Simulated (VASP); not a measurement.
**ZnAu: equation of state with PBE**

Crystal: ZnAu.

```
Au Zn
1.0
     3.14700    0.00000    0.00000
     0.00000    3.14700    0.00000
     0.00000    0.00000    3.14700
Au Zn
1 1
Direct
  0.00000 0.00000 0.00000
  0.50000 0.50000 0.50000
```

```yaml
Program: VASP 6.6.1
Task: equation of state
Functional: PBE
Potentials_or_basis: VASP PAW PBE potentials, release 64 (Au, Zn)
Cutoff: 520 eV
k_mesh: 8 × 8 × 8
Occupations: fermi-dirac, width 0.05 eV
Spin: no spin polarisation
Further_INCAR_settings: ALGO = Normal; EDIFF = 1e-07; NBANDS = 18
```

```yaml
Equilibrium_volume: 16.23 Å³/atom
Bulk_modulus: 117 GPa
Pressure_derivative_of_the_bulk_modulus: 5.4
```

Energy against volume, from the lowest point:
| volume (Å³/atom) | energy (meV/atom) |
| --- | --- |
| 14.648 | 69.98 |
| 14.960 | 43.17 |
| 15.272 | 23.56 |
| 15.583 | 10.29 |
| 15.895 | 2.65 |
| 16.207 | 0.00 |
| 16.518 | 1.73 |

All runs of the series together: 54 s on 1 thread of Intel(R) Xeon(R) Platinum 8559C (Emerald Rapids), with other jobs on the host.

The run has no spin-orbit coupling, so splittings on Au are missing. PBE usually gives volumes a little too large and moduli too small.
